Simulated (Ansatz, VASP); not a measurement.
# NaCl in VASP and in Ansatz

The input INCAR:

```
PREC = Accurate
ENCUT = 520
EDIFF = 1E-6
ISMEAR = -1
SIGMA = 0.02
LREAL = False
LASPH = True
NELM = 80
ALGO = Fast
ISIF = 2
LWAVE = False
LCHARG = True
GGA = PE
LELF = True
LVHAR = True
NBANDS = 22
```

The input KPOINTS:

```
Automatic mesh
0
Gamma
  6 6 6
```

File POSCAR:

```
NaCl
1.0
    4.7210753017      0.0000000000      0.0000000000
   -2.3605376508      4.0885711444      0.0000000000
    0.0000000000      0.0000000000      5.5694827910
Na Cl
2 2
Direct
    0.3333333333      0.6666666667     -0.0624973425
    0.6666666667      0.3333333333      0.4375026575
    0.3333333333      0.6666666667      0.4374973425
    0.6666666667      0.3333333333      0.9374973425
```

Input for Ansatz:

```yaml
crystal:
  lattice:
    - [4.7210753017, 0.0, 0.0]
    - [-2.3605376508, 4.0885711444, 0.0]
    - [0.0, 0.0, 5.569482791]
  atoms:
    - { symbol: Na, position: [0.3333333333, 0.6666666667, -0.0624973425] }
    - { symbol: Na, position: [0.6666666667, 0.3333333333, 0.4375026575] }
    - { symbol: Cl, position: [0.3333333333, 0.6666666667, 0.4374973425] }
    - { symbol: Cl, position: [0.6666666667, 0.3333333333, 0.9374973425] }
kpoints:
  mp_grid: { grid: [6, 6, 6] }
  band_path:
    path:
      - [0.0, 0.0, 0.0]
      - [0.5, 0.0, 0.0]
      - [0.3333333333, 0.3333333333, 0.0]
      - [0.0, 0.0, 0.5]
      - [0.5, 0.0, 0.5]
      - [0.3333333333, 0.3333333333, 0.5]
    npoints: 1
hamiltonian:
  xc: pbe
scf:
  occupations: { method: fermi_dirac, width: 0.02 }
  n_extra_bands: 5
output:
  forces: true
  stress: true
  eigenvalues: true
```

The cell was built by a generator and needn't be a form met in nature.

Alike in both runs: task single point; functional PBE; k mesh 6 × 6 × 6; occupations fermi-dirac, width 0.02 eV; no spin polarisation.

|  | VASP | Ansatz |
| --- | --- | --- |
| version | VASP 6.6.1 | Ansatz 0.2.0 |
| potentials or method | VASP PAW PBE potentials, release 64 (Na_pv, Cl) | plane waves, PAW |
| plane-wave cutoff (eV) | 520 | 420 |
| valence electrons in the cell | 28 | 32 |

```tsv
	VASP	Ansatz	Ansatz less VASP
gap on the k mesh at the Fermi level (eV)	4.84	4.84	+0.001
pressure (GPa)	0.8	0.9	+0.03
largest component of the traceless stress (GPa)	0.14	0.15	+0.002
```

The two sets of potentials don't hold the same shells in valence. Ansatz warned: «structure_snapped_to_symmetry».

A k mesh can miss the band edges. As with any semilocal functional, this PBE gap is likely too small.
